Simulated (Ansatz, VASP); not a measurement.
Ge: VASP beside Ansatz

```
Ge
1.0
     1.53142   -2.67031    0.00000
     1.53142    2.67031    0.00000
     0.00000    0.00000    4.86537
Ge
2
Direct
  0.66655 0.33345 0.25000
  0.33345 0.66655 0.75000
```

Alike in both runs: task single point; functional PBEsol; k mesh 6 × 6 × 4; occupations gaussian, width 0.1 eV; no spin polarisation.

|  | VASP | Ansatz |
| --- | --- | --- |
| version | VASP 6.6.1 | Ansatz 0.2.0 |
| potentials or method | VASP PAW PBE potentials, release 64 (Ge_d) | scalar-relativistic, plane waves, PAW |
| plane-wave cutoff (eV) | 520 | 420 |
| valence electrons in the cell | 28 | 28 |

Ansatz gave:

| Property | Result |
| --- | --- |
| gap on the k mesh at the Fermi level (eV) | none |
| pressure (GPa) | -5.6 |
| largest component of the traceless stress (GPa) | 2.83 |
| rms of the force components (eV/Å) | 0.004 |

Question: Which values does VASP return?

Answer: gap on the k mesh at the Fermi level (eV): none; pressure (GPa): -5.6; largest component of the traceless stress (GPa): 2.84; rms of the force components (eV/Å): 0.004.

Atom by atom the forces differ by 0.000 eV/Å (rms over components). A gap of «none» marks a metal or a gap that the smearing closes.

Caveats: the k mesh is coarse (spacing up to 0.39 Å⁻¹), so the values aren't converged; the PAW data sets were made with another functional, which shifts forces and pressure a little (VASP).
